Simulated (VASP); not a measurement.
# WS (Pm-3m) in VASP: reference runs

Aim: a first look at WS with PBE, on the cell as given and on a disturbed one.

Program: VASP 6.6.1. These are calculated values, not measurements. Logs are shortened: lines on timing, memory, paths and dates and some standing lists are left out, and cuts for length are marked.

## (1) The structure

It takes space group Pm-3m (No. 221, cubic). The conventional cell has a = 3.008 Å, b = 3.008 Å, c = 3.008 Å, α = 90.00°, β = 90.00°, γ = 90.00°. W (site symmetry m-3m) is surrounded by 8 S at 2.60 Å. Around S (site symmetry m-3m) lie 8 W at 2.60 Å.

The cell was built by a generator and needn't be a form met in nature.

## (2) Single point, PBE

File INCAR:

```
SYSTEM = WS
PREC = Accurate
ENCUT = 520
EDIFF = 1E-7
ISMEAR = -1
SIGMA = 0.05
LREAL = .FALSE.
LASPH = .TRUE.
NELM = 100
ALGO = Normal
ISIF = 2
LWAVE = .FALSE.
LCHARG = .TRUE.
GGA = PE
LELF = .TRUE.
LVHAR = .TRUE.
NBANDS = 17
```

File KPOINTS:

```
Automatic mesh
0
G
  9 9 9
  0 0 0
```

File POSCAR:

```
WS
1.0
    3.0078900000      0.0000000000      0.0000000000
    0.0000000000      3.0078900000      0.0000000000
    0.0000000000      0.0000000000      3.0078900000
W S
1 1
Direct
    0.5000000000      0.5000000000      0.5000000000
    0.0000000000      0.0000000000      0.0000000000
```

Potentials or basis: VASP PAW PBE potentials, release 64 (W_sv, S).

Command:

```
$ cat potpaw_PBE.64/W_sv/POTCAR potpaw_PBE.64/S/POTCAR > POTCAR
$ mpirun -np 1 vasp_std > vasp.out
```

OUTCAR:

```text
SYSTEM = WS
   PREC = Accurate
   ENCUT = 520
   EDIFF = 1E-7
   ISMEAR = -1
   LREAL = .FALSE.
   LASPH = .TRUE.
   NELM = 100
   ISIF = 2
   GGA = PE

 ion  position               nearest neighbor table
   1  0.500  0.500  0.500-   2 2.60   2 2.60   2 2.60   2 2.60   2 2.60   2 2.60   2 2.60   2 2.60

   2  0.000  0.000  0.000-   1 2.60   1 2.60   1 2.60   1 2.60   1 2.60   1 2.60   1 2.60   1 2.60

  LATTYP: Found a simple cubic cell.
 ALAT       =     3.0078900000

  Lattice vectors:

 A1 = (   3.0078900000,   0.0000000000,   0.0000000000)
 A2 = (   0.0000000000,   3.0078900000,   0.0000000000)
 A3 = (   0.0000000000,   0.0000000000,   3.0078900000)

Analysis of symmetry for initial positions (statically):
=====================================================================
 Subroutine PRICEL returns:
 Original cell was already a primitive cell.

 Routine SETGRP: Setting up the symmetry group for a
 simple cubic supercell.

 Subroutine GETGRP returns: Found 48 space group operations
 (whereof 48 operations were pure point group operations)
 out of a pool of 48 trial point group operations.

The static configuration has the point symmetry O_h .

Analysis of symmetry for dynamics (positions and initial velocities):
=====================================================================
 Subroutine PRICEL returns:
 Original cell was already a primitive cell.

 Routine SETGRP: Setting up the symmetry group for a
 simple cubic supercell.

 Subroutine GETGRP returns: Found 48 space group operations
 (whereof 48 operations were pure point group operations)
 out of a pool of 48 trial point group operations.

The dynamic configuration has the point symmetry O_h .

 Subroutine INISYM returns: Found 48 space group operations
 (whereof 48 operations are pure point group operations),
 and found     1 'primitive' translations

----------------------------------------------------------------------------------------

                                     Primitive cell

  volume of cell :      27.2136

  direct lattice vectors                    reciprocal lattice vectors
     3.007890000  0.000000000  0.000000000     0.332458966  0.000000000  0.000000000
     0.000000000  3.007890000  0.000000000     0.000000000  0.332458966  0.000000000
     0.000000000  0.000000000  3.007890000     0.000000000  0.000000000  0.332458966

  length of vectors
[... 81 lines left out ...]
   NELM   =    100;   NELMIN=  2; NELMDL= -5     # of ELM steps
   EDIFF  = 0.1E-06   stopping-criterion for ELM
   LREAL  =      F    real-space projection
   EDIFFG = 0.1E-05   stopping-criterion for IOM
   NSW    =      0    number of steps for IOM
   IBRION =     -1    ionic relax: 0-MD 1-quasi-New 2-CG
   NFREE  =      0    steps in history (QN), initial steepest desc. (CG)
   ISIF   =      2    stress and relaxation
   ISYM   =      2    0-nonsym 1-usesym 2-fastsym
   POTIM  = 0.5000    time-step for ionic-motion
   TEBEG  =    0.0;   TEEND  =   0.0 temperature during run
   PSTRESS=    0.0 pullay stress
   NELECT =      20.0000    total number of electrons
   NUPDOWN=      -1.0000    fix difference up-down
   EMIN   =  10.00;   EMAX   =-10.00  energy-range for DOS
   EFERMI =   0.00;   METHOD = LEGACY
   ISMEAR =    -1;   SIGMA  =   0.05  broadening in eV -4-tet -1-fermi 0-gaus
   EFERMI_NEDOS =   21; number of points for ismear=-14 and -15
   IALGO  =     38    algorithm
   IMIX   =      4    mixing-type and parameters
     AMIX     =   0.40;   BMIX     =  1.00
     AMIX_MAG =   1.60;   BMIX_MAG =  1.00
  volume/ion in A,a.u.               =      13.61        91.82
  Fermi-wavevector in a.u.,A,eV,Ry     =   1.477371  2.791826 29.696414  2.182625
  Thomas-Fermi vector in A             =   2.591783
   LORBIT       =      0    0 simple, 1 ext, 2 COOP (PROOUT), +10 PAW based schemes
   GGA     = PE    functional components
   LHFCALC =     F    Hartree Fock is set to
   AEXX    =    0.0000 exact exchange contribution
   IVDW    =     0    specifies the selected vdW correction
   LEPSILON=     F    determine dielectric tensor
   LRPA    =     F    only Hartree local field effects (RPA)
 non-spin polarized calculation
  energy-cutoff  :      520.00
  volume of cell :       27.21
 maximum number of plane-waves:       748
 NGX is ok and might be reduce to    24
   NGX = 11   NGY = 11   NGZ = 11

 number of electron      19.9999996 magnetization

 Free energy of the ion-electron system (eV)
  ---------------------------------------------------
  ext. energy  EPLUGINS =         0.00000000
  ---------------------------------------------------
  free energy    TOTEN  =       -16.61493344 eV

  energy without entropy =      -16.60194390  energy(sigma->0) =      -16.60843867

 E-fermi :  12.6243     XC(G=0): -13.2535

 val. band max:       12.5826515366   @ k =   0.3333   0.2222   0.0000
 cond. band min:      12.6357317218   @ k =   0.2222   0.2222   0.0000
 fundamental gap:      0.0530801852
 Fermi energy:        12.6243348360

 k-point     1 :       0.0000    0.0000    0.0000
  band No.  band energies     occupation
      1     -61.8027      2.00000
      2     -25.8904      2.00000
      3     -25.8904      2.00000
      4     -25.8904      2.00000
      5      -4.9700      2.00000
      6       8.0704      2.00000
[... 457 lines left out ...]
      4     -25.8708      2.00000
      5      -2.3608      2.00000
      6       4.3960      2.00000
[... 9 lines left out ...]
     16      23.4532      0.00000
     17      23.8399      0.00000

 [... further k-points ...]

------------------------ aborting loop because EDIFF is reached ----------------------------------------

  FORCE on cell =-STRESS in cart. coord.  units (eV):
  Direction    XX          YY          ZZ          XY          YZ          ZX
  --------------------------------------------------------------------------------------
  -------------------------------------------------------------------------------------
  Total        0.1312704      0.1312704      0.1312704      0.0000000      0.0000000     -0.0000000
  in kB        7.7284321      7.7284321      7.7284321      0.0000000      0.0000000     -0.0000000
  external PRESSURE =       7.7284321 kB  Pullay stress =       0.0000000 kB

 VOLUME and BASIS-vectors are now :
 -----------------------------------------------------------------------------
  energy-cutoff  :      520.00
  volume of cell :       27.21
      direct lattice vectors                 reciprocal lattice vectors
     3.007890000  0.000000000  0.000000000     0.332458966  0.000000000  0.000000000
     0.000000000  3.007890000  0.000000000     0.000000000  0.332458966  0.000000000
     0.000000000  0.000000000  3.007890000     0.000000000  0.000000000  0.332458966

 POSITION                                       TOTAL-FORCE (eV/Angst)
 -----------------------------------------------------------------------------------
      1.50395      1.50395      1.50395         0.000000      0.000000      0.000000
      0.00000      0.00000      0.00000         0.000000      0.000000      0.000000
 -----------------------------------------------------------------------------------
    total drift:                                0.000000     -0.000000     -0.000000

  FREE ENERGIE OF THE ION-ELECTRON SYSTEM (eV)
  ---------------------------------------------------
  free  energy   TOTEN  =       -16.6149334399 eV

  energy  without entropy=      -16.6019439010  energy(sigma->0) =      -16.60843867
```

stdout:

```text
POSCAR found type information on POSCAR W S
 POSCAR found :  2 types and       2 ions
 scaLAPACK will be used
 LDA part: xc-table for (Slater+PW92), standard interpolation
 POSCAR, INCAR and KPOINTS ok, starting setup
 FFT: planning ... GRIDC
 FFT: planning ... GRID_SOFT
 FFT: planning ... GRID
 WAVECAR not read
 entering main loop
```

Run time: 8.9 s. Hardware: 1 thread of Intel Xeon Platinum 8488C (Sapphire Rapids), shared host; peak memory 0.14 GiB.

Results:

| Quantity | Value |
| --- | --- |
| Free energy | -16.6149 eV |
| Pressure | 0.8 GPa |
| Band gap on the k mesh | none (metal or under the smearing width) |

Levels at points of the mesh, in eV from the Fermi level:
| k point | band 8 | band 9 | band 10 | band 11 | band 12 | band 13 |
| --- | --- | --- | --- | --- | --- | --- |
| (0.00, 0.00, 0.00) | -2.86 | -2.86 | -2.86 | 1.19 | 1.19 | 1.19 |

## (3) Single point, PBE

File INCAR:

```
SYSTEM = WS
PREC = Accurate
ENCUT = 520
EDIFF = 1E-7
ISMEAR = -1
SIGMA = 0.05
LREAL = .FALSE.
LASPH = .TRUE.
NELM = 80
ALGO = Normal
ISIF = 2
LWAVE = .FALSE.
LCHARG = .FALSE.
GGA = PE
NBANDS = 17
```

File KPOINTS:

```
regular mesh
0
G
  9 9 9
  0 0 0
```

POSCAR is that of step 2.

Potentials or basis: VASP PAW PBE potentials, release 64 (W_sv, S).

Command:

```
$ cat potpaw_PBE.64/W_sv/POTCAR potpaw_PBE.64/S/POTCAR > POTCAR
$ mpirun -np 1 vasp_std > vasp.out
```

OUTCAR:

```text
SYSTEM = WS
   PREC = Accurate
   ENCUT = 520
   EDIFF = 1E-7
   ISMEAR = -1
   LREAL = .FALSE.
   LASPH = .TRUE.
   NELM = 80
   ISIF = 2
   GGA = PE

 ion  position               nearest neighbor table
   1  0.500  0.500  0.500-   2 2.60   2 2.60   2 2.60   2 2.60   2 2.60   2 2.60   2 2.60   2 2.60

   2  0.000  0.000  0.000-   1 2.60   1 2.60   1 2.60   1 2.60   1 2.60   1 2.60   1 2.60   1 2.60

  LATTYP: Found a simple cubic cell.
 ALAT       =     3.0078900000

  Lattice vectors:

 A1 = (   3.0078900000,   0.0000000000,   0.0000000000)
 A2 = (   0.0000000000,   3.0078900000,   0.0000000000)
 A3 = (   0.0000000000,   0.0000000000,   3.0078900000)

Analysis of symmetry for initial positions (statically):
=====================================================================
 Subroutine PRICEL returns:
 Original cell was already a primitive cell.

 Routine SETGRP: Setting up the symmetry group for a
 simple cubic supercell.

 Subroutine GETGRP returns: Found 48 space group operations
 (whereof 48 operations were pure point group operations)
[... 161 lines left out ...]
  free energy    TOTEN  =       -16.61493344 eV

  energy without entropy =      -16.60194390  energy(sigma->0) =      -16.60843867

 E-fermi :  12.6243     XC(G=0): -13.2535

 val. band max:       12.5826515367   @ k =   0.3333   0.2222   0.0000
 cond. band min:      12.6357317218   @ k =   0.2222   0.2222   0.0000
 fundamental gap:      0.0530801851
 Fermi energy:        12.6243348360

 k-point     1 :       0.0000    0.0000    0.0000
  band No.  band energies     occupation
      1     -61.8027      2.00000
      2     -25.8904      2.00000
      3     -25.8904      2.00000
      4     -25.8904      2.00000
      5      -4.9700      2.00000
      6       8.0704      2.00000
[... 457 lines left out ...]
      4     -25.8708      2.00000
      5      -2.3608      2.00000
      6       4.3960      2.00000
[... 9 lines left out ...]
     16      23.4532      0.00000
     17      23.8399      0.00000

 [... further k-points ...]

------------------------ aborting loop because EDIFF is reached ----------------------------------------

  FORCE on cell =-STRESS in cart. coord.  units (eV):
  Direction    XX          YY          ZZ          XY          YZ          ZX
  --------------------------------------------------------------------------------------
  -------------------------------------------------------------------------------------
  Total        0.1312704      0.1312704      0.1312704     -0.0000000      0.0000000     -0.0000000
  in kB        7.7284334      7.7284334      7.7284334     -0.0000000      0.0000000     -0.0000000
  external PRESSURE =       7.7284334 kB  Pullay stress =       0.0000000 kB

 VOLUME and BASIS-vectors are now :
 -----------------------------------------------------------------------------
  energy-cutoff  :      520.00
  volume of cell :       27.21
      direct lattice vectors                 reciprocal lattice vectors
     3.007890000  0.000000000  0.000000000     0.332458966  0.000000000  0.000000000
     0.000000000  3.007890000  0.000000000     0.000000000  0.332458966  0.000000000
     0.000000000  0.000000000  3.007890000     0.000000000  0.000000000  0.332458966

 POSITION                                       TOTAL-FORCE (eV/Angst)
 -----------------------------------------------------------------------------------
      1.50395      1.50395      1.50395         0.000000      0.000000      0.000000
      0.00000      0.00000      0.00000         0.000000      0.000000      0.000000
 -----------------------------------------------------------------------------------
    total drift:                                0.000000     -0.000000     -0.000000

  FREE ENERGIE OF THE ION-ELECTRON SYSTEM (eV)
  ---------------------------------------------------
  free  energy   TOTEN  =       -16.6149334380 eV

  energy  without entropy=      -16.6019438991  energy(sigma->0) =      -16.60843867
```

Run time: 7.9 s. Hardware: 1 thread of AMD EPYC 9R45 (Zen 5), shared host; peak memory 0.12 GiB.

What came out:

```yaml
Free_energy: -16.6149 eV
Pressure: 0.8 GPa
Band_gap_on_the_k_mesh: none (metal or under the smearing width)
```

## (4) Single point, PBE (atoms moved at random, drawn with an rms of 0.05 Å)

File INCAR:

```
PREC = Accurate
ENCUT = 520
EDIFF = 1E-7
ISMEAR = -1
SIGMA = 0.05
LREAL = False
LASPH = True
NELM = 80
ALGO = Normal
ISIF = 2
LWAVE = False
LCHARG = False
GGA = PE
NBANDS = 17
```

File KPOINTS:

```
Automatic mesh
0
Gamma
  9 9 9
```

File POSCAR:

```
WS
1.0
    3.0078900000      0.0000000000      0.0000000000
    0.0000000000      3.0078900000      0.0000000000
    0.0000000000      0.0000000000      3.0078900000
W S
1 1
Direct
    0.4926220000      0.5020630000      0.4956990000
   -0.0093660000     -0.0100220000      0.0088710000
```

Command:

```
$ cat potpaw_PBE.64/W_sv/POTCAR potpaw_PBE.64/S/POTCAR > POTCAR
$ mpirun -np 1 vasp_std > vasp.out
```

It took 62 s on 1 thread of AMD EPYC 9R45 (Zen 5), shared host; peak memory 0.24 GiB.

It converged, with:

```
Free energy            : -16.6096 eV
Pressure               : 1.0 GPa
Largest force          : 0.201 eV/Å
Band gap on the k mesh : none (metal or under the smearing width)
```

Forces on the atoms (eV/Å):
```
W   -0.022 -0.135  0.148
S    0.022  0.135 -0.148
```

Stress tensor (GPa, compression positive):
```
 1.01  0.04 -0.05
 0.04  1.06 -0.27
-0.05 -0.27  1.07
```

Levels at points of the mesh, in eV from the Fermi level:
```tsv
k point	band 8	band 9	band 10	band 11	band 12	band 13
(0.00, 0.00, 0.00)	-2.87	-2.85	-2.80	1.19	1.20	1.21
```

The run has no spin-orbit coupling, so splittings on W are missing.
